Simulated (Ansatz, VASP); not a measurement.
**One calculation of CaS (Oldhamite), two programs**

```
Ca S
1.0
     0.00000    2.81703    2.81703
     2.81703    0.00000    2.81703
     2.81703    2.81703    0.00000
Ca S
1 1
Direct
  0.00000 0.00000 0.00000
  0.50000 0.50000 0.50000
```

Alike in both runs: functional PBE; dispersion D3(BJ); k mesh 8 × 8 × 8; occupations gaussian, width 0.02 eV; no spin polarisation.

Ansatz relaxed the structure, and its values are those at the end. VASP's run is a single point on that final structure, the one shown.

```csv
,VASP,Ansatz
version,VASP 6.6.1,Ansatz 0.2.0
potentials or method,"VASP PAW PBE potentials, release 64 (Ca_sv, S)","scalar-relativistic, plane waves, PAW"
plane-wave cutoff (eV),520,420
valence electrons in the cell,16,16
```

VASP gave:

```
gap on the k mesh at the Fermi level (eV) : 2.28
least direct gap on the mesh (eV)         : 3.11
pressure (GPa)                            : 0.2
```

Which values does Ansatz return?

gap on the k mesh at the Fermi level (eV): 2.29; least direct gap on the mesh (eV): 3.11; pressure (GPa): 0.0.

A k mesh can miss the band edges.
